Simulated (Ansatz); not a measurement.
Something may be wrong with this Ansatz 0.2.0 calculation of TiAl.

The input input.yaml:

```yaml
crystal:
  lattice:
    - [2.8672622327, 0.0, 0.0]
    - [-1.4336311163, 2.4831219328, 0.0]
    - [0.0, 0.0, 4.678083]
  atoms:
    - { symbol: ti, position: [0.0, 0.0, 0.0] }
    - { symbol: Al, position: [0.3333333333, 0.6666666667, 0.5] }
hamiltonian:
  xc: lda
  pseudopotentials: { kind: paw }
kpoints:
  mp_grid: { grid: [11, 11, 6] }
scf:
  occupations: { method: fermi_dirac, width: 0.05 }
  max_iter: 75
output:
  forces: true
  stress: true
  eigenvalues: true
relax:
  f_tol: 0.01
  max_steps: 40
  cell: { stress_tol: 0.05 }
```

Potentials or basis: Ansatz PAW.

Command:

```console
$ ansatz run input.yaml --threads 2 --pin off --max-ram 5632MiB --backend cpu --events-out ev --progress --plain --runs-dir out
```

Output:

```text
Error: YAML parse error: error: line 7 column 17: `ti` is not an element symbol (H … Og, case-exact)
 --> <input>:7:17
  |
5 |     - [0.0, 0.0, 4.678083]
6 |   atoms:
7 |     - { symbol: ti, position: [0.0, 0.0, 0.0] }
  |                 ^ `ti` is not an element symbol (H … Og, case-exact)
8 |     - { symbol: Al, position: [0.3333333333, 0.6666666667, 0.5] }
9 | hamiltonian:
  |
```

What happened, and what is wrong with the input?

The input was rejected before any iteration. The input holds a flaw that was put in on purpose: an unknown element (crystal.atoms[0].symbol = ti).
